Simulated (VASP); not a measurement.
# SiC (P6_3mc) in VASP: further runs, part 3 of 3

VASP 6.6.1.

## 5. Electrostatic potential, LDA

This run uses another cell than the first one, of 10.08 Å³/atom, 0.977 times its volume.

INCAR

```
SYSTEM = SiC
ALGO = Normal
EDIFF = 1E-6
ENCUT = 220
GGA = CA
ISIF = 2
ISMEAR = 0
KPAR = 2
LASPH = .TRUE.
LCHARG = .TRUE.
LREAL = .FALSE.
LVHAR = .TRUE.
LWAVE = .FALSE.
NELM = 80
PREC = Accurate
SIGMA = 0.02
```

KPOINTS

```
k-points
0
G
  3 2 2
  0 0 0
```

POSCAR

```
SiC                                     
1.0
    3.1404565028      0.0000000000      0.0000000000
    0.0000000000      5.0875395346      0.0000000000
    0.0000000000      0.0000000000      5.0454082760
  Si              C             
     4     4
Direct
     0.0000000000000000    0.9977422802286656    0.3324239067394750
     0.5000000000000000    0.9977422802286656    0.8324239067394751
     0.5000000000000000    0.4977422802286653    0.1675760932605249
     0.0000000000000000    0.4977422802286653    0.6675760932605249
     0.0000000000000000    0.6242577197713343    0.3252067502303955
     0.5000000000000000    0.6242577197713343    0.8252067502303954
     0.5000000000000000    0.1242577197713344    0.1747932497696045
     0.0000000000000000    0.1242577197713344    0.6747932497696046
```

Potentials or basis: VASP PAW LDA potentials, release 64 (Si, C).

Command:

```bash
cat potpaw_LDA.64/Si/POTCAR potpaw_LDA.64/C/POTCAR > POTCAR
mpirun -np 2 vasp_std > vasp.out
```

OUTCAR:

```text
SYSTEM = SiC
   EDIFF = 1E-6
   ENCUT = 220
   GGA = CA
   ISIF = 2
   ISMEAR = 0
   LASPH = .TRUE.
   LREAL = .FALSE.
   NELM = 80
   PREC = Accurate

 ion  position               nearest neighbor table
   1  0.000  0.998  0.332-   8 1.84   7 1.87   7 1.87   5 1.90   2 2.97   2 2.97   2 2.97   2 2.97
                             4 3.05   4 3.05   3 3.10   3 3.10   3 3.10   3 3.10
   2  0.500  0.998  0.832-   7 1.84   8 1.87   8 1.87   6 1.90   1 2.97   1 2.97   1 2.97   1 2.97
                             3 3.05   3 3.05   4 3.10   4 3.10   4 3.10   4 3.10
   3  0.500  0.498  0.168-   6 1.84   5 1.87   5 1.87   7 1.90   4 2.97   4 2.97   4 2.97   4 2.97
                             2 3.05   2 3.05   1 3.10   1 3.10   1 3.10   1 3.10
   4  0.000  0.498  0.668-   5 1.84   6 1.87   6 1.87   8 1.90   3 2.97   3 2.97   3 2.97   3 2.97
                             1 3.05   1 3.05   2 3.10   2 3.10   2 3.10   2 3.10
   5  0.000  0.624  0.325-   4 1.84   3 1.87   3 1.87   1 1.90
   6  0.500  0.624  0.825-   3 1.84   4 1.87   4 1.87   2 1.90
   7  0.500  0.124  0.175-   2 1.84   1 1.87   1 1.87   3 1.90
   8  0.000  0.124  0.675-   1 1.84   2 1.87   2 1.87   4 1.90

  LATTYP: Found a simple orthorhombic cell.
 ALAT       =     3.1404565028
 B/A-ratio  =     1.6065843521
 C/A-ratio  =     1.6200000000

  Lattice vectors:

 A1 = (  -3.1404565028,   0.0000000000,   0.0000000000)
 A2 = (   0.0000000000,   0.0000000000,   5.0454082760)
 A3 = (   0.0000000000,   5.0875395346,   0.0000000000)

Analysis of symmetry for initial positions (statically):
=====================================================================
 Subroutine PRICEL returns following result:

  LATTYP: Found a base centered orthorhombic cell.
 ALAT       =     3.1404565028
 B/A-ratio  =     1.6065843521
 C/A-ratio  =     1.6200000000

  Lattice vectors:

 A1 = (   1.5702282514,   0.0000000000,   2.5227041380)
[... 150 lines left out ...]
  Thomas-Fermi vector in A             =   2.338928
   LORBIT       =      0    0 simple, 1 ext, 2 COOP (PROOUT), +10 PAW based schemes
   GGA     = CA    functional components
   LHFCALC =     F    Hartree Fock is set to
   AEXX    =    0.0000 exact exchange contribution
   IVDW    =     0    specifies the selected vdW correction
   LEPSILON=     F    determine dielectric tensor
   LRPA    =     F    only Hartree local field effects (RPA)
 non-spin polarized calculation
 Gauss-broadening in eV      SIGMA  =   0.02
  energy-cutoff  :      220.00
  volume of cell :       80.61
 maximum number of plane-waves:       620
 NGX is ok and might be reduce to    16
   NGX =  7   NGY = 13   NGZ = 13

 number of electron      32.0000017 magnetization

 Free energy of the ion-electron system (eV)
  ---------------------------------------------------
  ext. energy  EPLUGINS =         0.00000000
  ---------------------------------------------------
  free energy    TOTEN  =       -66.25580802 eV

  energy without entropy =      -66.25580802  energy(sigma->0) =      -66.25580802

 E-fermi :   9.1048     XC(G=0): -11.6735

 val. band max:        9.0072335111   @ k =   0.0000   0.0000   0.0000
 cond. band min:      10.5228613568   @ k =   0.0000   0.0000   0.0000
 fundamental gap:      1.5156278457
 Fermi energy:         9.1047617961

 k-point     1 :       0.0000    0.0000    0.0000
  band No.  band energies     occupation
      1      -7.2496      2.00000
      2      -3.7661      2.00000
      3      -3.4082      2.00000
      4      -2.1022      2.00000
      5      -0.3917      2.00000
      6       0.9868      2.00000
[... 181 lines left out ...]
     20      12.5155      0.00000
     21      14.9657      0.00000

------------------------ aborting loop because EDIFF is reached ----------------------------------------

  FORCE on cell =-STRESS in cart. coord.  units (eV):
  Direction    XX          YY          ZZ          XY          YZ          ZX
  --------------------------------------------------------------------------------------
  -------------------------------------------------------------------------------------
  Total      -14.1291575    -14.8957696     -1.2888242      0.0000000      0.0000000      0.0000000
  in kB     -280.8212398   -296.0578869    -25.6157675      0.0000000      0.0000000      0.0000000
  external PRESSURE =    -200.8316314 kB  Pullay stress =       0.0000000 kB

 VOLUME and BASIS-vectors are now :
 -----------------------------------------------------------------------------
  energy-cutoff  :      220.00
  volume of cell :       80.61
      direct lattice vectors                 reciprocal lattice vectors
     3.140456503  0.000000000  0.000000000     0.318425044  0.000000000  0.000000000
     0.000000000  5.087539535  0.000000000     0.000000000  0.196558669  0.000000000
     0.000000000  0.000000000  5.045408276     0.000000000  0.000000000  0.198200016

 POSITION                                       TOTAL-FORCE (eV/Angst)
 -----------------------------------------------------------------------------------
      0.00000      5.07605      1.67721         0.000000     -0.006763     -0.008734
      1.57023      5.07605      4.19992         0.000000     -0.006763     -0.008734
      1.57023      2.53228      0.84549        -0.000000     -0.006763      0.008734
      0.00000      2.53228      3.36819        -0.000000     -0.006763      0.008734
      0.00000      3.17594      1.64080        -0.000000      0.006763     -0.044850
      1.57023      3.17594      4.16350        -0.000000      0.006763     -0.044850
      1.57023      0.63217      0.88190        -0.000000      0.006763      0.044850
      0.00000      0.63217      3.40461        -0.000000      0.006763      0.044850
 -----------------------------------------------------------------------------------
    total drift:                                0.000000      0.000579     -0.000003

  FREE ENERGIE OF THE ION-ELECTRON SYSTEM (eV)
  ---------------------------------------------------
  free  energy   TOTEN  =       -66.2558080166 eV

  energy  without entropy=      -66.2558080166  energy(sigma->0) =      -66.25580802
```

OSZICAR:

```text
N       E                     dE             d eps       ncg     rms          rms(c)
DAV:   1     0.326854227291E+02    0.32685E+02   -0.87348E+03   336   0.682E+02
DAV:   2    -0.687555329292E+02   -0.10144E+03   -0.96792E+02   497   0.164E+02
DAV:   3    -0.727990178557E+02   -0.40435E+01   -0.40229E+01   416   0.331E+01
DAV:   4    -0.728463938711E+02   -0.47376E-01   -0.47343E-01   396   0.400E+00
DAV:   5    -0.728475268148E+02   -0.11329E-02   -0.11328E-02   416   0.537E-01    0.188E+01
DAV:   6    -0.668062940757E+02    0.60412E+01   -0.16365E+01   381   0.191E+01    0.908E+00
DAV:   7    -0.663339381850E+02    0.47236E+00   -0.18898E+00   436   0.657E+00    0.314E+00
DAV:   8    -0.662605830266E+02    0.73355E-01   -0.12492E-01   401   0.188E+00    0.717E-01
DAV:   9    -0.662558341815E+02    0.47488E-02   -0.11268E-02   399   0.587E-01    0.167E-01
DAV:  10    -0.662558043778E+02    0.29804E-04   -0.58796E-04   396   0.148E-01    0.591E-02
DAV:  11    -0.662558093652E+02   -0.49875E-05   -0.27338E-05   417   0.316E-02    0.289E-02
DAV:  12    -0.662558080495E+02    0.13157E-05   -0.35185E-06   369   0.128E-02    0.117E-02
DAV:  13    -0.662558080166E+02    0.32947E-07   -0.15117E-06   253   0.722E-03
   1 F= -.66255808E+02 E0= -.66255808E+02  d E =-.442593E-13
```

It took 3.2 s on 2 MPI ranks of AMD EPYC 7R13 (Zen 3), shared host; peak memory 0.09 GiB.

The run converged, but a check on its numbers failed (symmetry, net force, bounds or a known fault of this set-up), so they aren't taken as properties of the crystal.

Caveat: the k mesh is coarse (spacing up to 0.67 Å⁻¹), so the values aren't converged; the cutoff lies under the usual one of these potentials, so the numbers hold a large basis-set error; an odd mesh through Γ misses points on the zone boundary, where band edges often lie.

## 6. Relaxation of cell and atoms, LDA

This run uses another cell than the first one, of 10.46 Å³/atom, 1.014 times its volume.

INCAR

```
PREC = Accurate ; ENCUT = 600
EDIFF = 1E-6 ; ISMEAR = 0
SIGMA = 0.02 ; LREAL = False
LASPH = True ; NELM = 100
ALGO = Fast ; ISIF = 3
LWAVE = False ; LCHARG = False
IBRION = 2 ; NSW = 60
EDIFFG = -0.01 ; LATTICE_CONSTRAINTS = .FALSE. .FALSE. .TRUE.
KPAR = 2
```

KPOINTS

```
Automatic mesh
0
Gamma
  8 5 5
```

POSCAR

```
SiC
1.0
    3.1404565028      0.0000000000      0.0000000000
    0.0000000000      5.0875395346      0.0000000000
    0.0000000000      0.0000000000      5.2362524931
Si C
4 4
Direct
    0.0000000000      0.0000000000      0.3333333333
    0.5000000000      0.0000000000      0.8333333333
    0.5000000000      0.5000000000      0.1666666667
    0.0000000000      0.5000000000      0.6666666667
    0.0000000000      0.6220000000      0.3333333333
    0.5000000000      0.6220000000      0.8333333333
    0.5000000000      0.1220000000      0.1666666667
    0.0000000000      0.1220000000      0.6666666667
```

Potentials or basis: VASP PAW LDA potentials, release 64 (Si, C).

Command:

```bash
cat potpaw_LDA.64/Si/POTCAR potpaw_LDA.64/C/POTCAR > POTCAR
mpirun -np 2 vasp_std > vasp.out
```

Wall time 3.2 min (2 MPI ranks of AMD EPYC 7R13 (Zen 3), shared host); peak memory 0.2 GiB.

The run converged. Its results:

```
Free energy                            : -66.4394 eV
Relaxed volume                         : 10.50 Å³/atom
Relaxed cell                           : a = 3.140 Å, b = 5.088 Å, c = 5.256 Å, α = 90.00°, β = 90.00°, γ = 90.00°
Space group after relaxing (to 0.05 Å) : Cmc2_1 (No. 36)
Energy gained by relaxing              : 2.8 meV/atom
Ionic steps                            : 9
Pressure after relaxing                : -7.1 GPa
Largest force after relaxing           : 0.009 eV/Å
Band gap on the k mesh                 : 2.09 eV
```

Forces in eV/Å, atoms in the order of the input:
```
Si   0.000 -0.005  0.008
Si   0.000 -0.005  0.008
Si   0.000 -0.005 -0.008
Si   0.000 -0.005 -0.008
C    0.000  0.005  0.002
C    0.000  0.005  0.002
C    0.000  0.005 -0.002
C    0.000  0.005 -0.002
```

Stress tensor (GPa, compression positive):
```
-12.99   0.00   0.00
  0.00  -8.46   0.00
  0.00   0.00   0.08
```

Step by step:
| step | energy change (eV) | largest force (eV/Å) | pressure (GPa) | volume (Å³) |
| --- | --- | --- | --- | --- |
| 1 | 0.0000 | 0.4433 | -6.07 | 83.66 |
| 2 | 0.0087 | 0.4231 | -8.97 | 84.74 |
| 3 | -0.0209 | 0.0454 | -7.50 | 84.14 |
| 4 | -0.0209 | 0.0523 | -7.48 | 84.13 |
| 5 | -0.0216 | 0.0328 | -7.16 | 84.00 |
| 6 | -0.0216 | 0.0335 | -7.14 | 83.99 |
| 7 | -0.0218 | 0.0236 | -7.13 | 83.99 |
| 8 | -0.0219 | 0.0339 | -7.13 | 83.98 |
| 9 | -0.0220 | 0.0092 | -7.12 | 83.98 |

Final structure:
```yaml
crystal:
  lattice:
    - [3.14046, 0.00000, 0.00000]
    - [0.00000, 5.08754, 0.00000]
    - [0.00000, 0.00000, 5.25638]
  atoms:
    - { symbol: Si, position: [0.00000, 0.99875, 0.33291] }
    - { symbol: Si, position: [0.50000, 0.99875, 0.83291] }
    - { symbol: Si, position: [0.50000, 0.49875, 0.16709] }
    - { symbol: Si, position: [0.00000, 0.49875, 0.66709] }
    - { symbol: C, position: [0.00000, 0.62325, 0.33059] }
    - { symbol: C, position: [0.50000, 0.62325, 0.83059] }
    - { symbol: C, position: [0.50000, 0.12325, 0.16941] }
    - { symbol: C, position: [0.00000, 0.12325, 0.66941] }
```

Levels at points of the mesh, in eV from the valence-band top:
```tsv
k point	band 14	band 15	band 16	band 17	band 18	band 19
(0.00, 0.00, 0.00)	-0.29	-0.28	0.00	2.10	3.76	4.46
(0.50, 0.00, 0.00)	-3.05	-2.79	-2.79	2.92	2.92	6.86
```

Caveat: an odd mesh through Γ misses points on the zone boundary, where band edges often lie.

## 7. Overview

| task | level | potentials or basis | cell | cutoff (eV) | gap on the mesh (eV) | pressure (GPa) | largest force (eV/Å) |
| --- | --- | --- | --- | --- | --- | --- | --- |
| relaxation of cell and atoms | PBE | VASP PAW PBE potentials, release 64 (Si, C) | relaxed | 600 | 2.42 | 3.1 | 0.01 |
| electrostatic potential | PBE | VASP PAW PBE potentials, release 64 (Si, C) | Cmc2_1, 10.35 Å³/atom | 520 | 2.42 | 3.2 | 0.01 |
| relaxation of cell and atoms | LDA | VASP PAW LDA potentials, release 64 (Si, C) | relaxed | 600 | 2.09 | -7.1 | 0.01 |

Alike in all rows: no spin polarisation; k mesh 8 × 5 × 5; smearing gaussian 0.02 eV.

Caveats: an odd mesh through Γ misses points on the zone boundary, where band edges often lie.

Total energies depend on the potentials used, so only differences within one code and one set of settings carry meaning.
